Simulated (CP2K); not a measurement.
Runs of CP2K 2026.2 on SiO2. Symmetry: I4_122, No. 98, tetragonal system. Conventional cell: a = 5.676 Å, b = 5.676 Å, c = 11.320 Å, α = 90.00°, β = 90.00°, γ = 90.00°. Si (site symmetry 2) has 4 O at 1.63 to 1.64 Å as nearest neighbours. Around O (site symmetry 2) lie 2 Si at 1.63 Å. Around O (site symmetry 2) lie 2 Si at 1.64 Å. The cell comes from a database or a generator and needn't be the stable form of this composition.

```csv
task,level,points a segment of the path (NPOINTS),bands added on the path,gap on the mesh (eV),pressure (GPa),largest force (eV/Å)
single point,PW91,-,-,6.20,-0.2,0.03
single point,BLYP,-,-,6.23,(a),(b)
band structure,LDA,10,2,-,-1.0,0.11
band structure,r2SCAN,10,2,-,(c),0.22
single point,WC,-,-,6.19,-0.7,0.06
band structure,PBEsol,10,2,-,-0.4,0.07
```

Alike in all rows: potentials or basis POTENTIAL_UZH Si GTH-PBE-q4, O GTH-PBE-q6; DZVP-MOLOPT-PBE-GTH basis; no spin polarisation; cell as given; k mesh 5 × 5 × 5; smearing fermi-dirac 0.05 eV.

Estimate the missing entries.

(a) 1.0; (b) 0.15; (c) -3.3.

Caveats: the potentials were made for another functional, which shifts forces and pressure; the basis of atomic orbitals isn't converged, which shifts pressures, moduli and gaps; an odd mesh through Γ misses points on the zone boundary, where band edges often lie (some runs).

Runs at the PBE level aren't shown here.
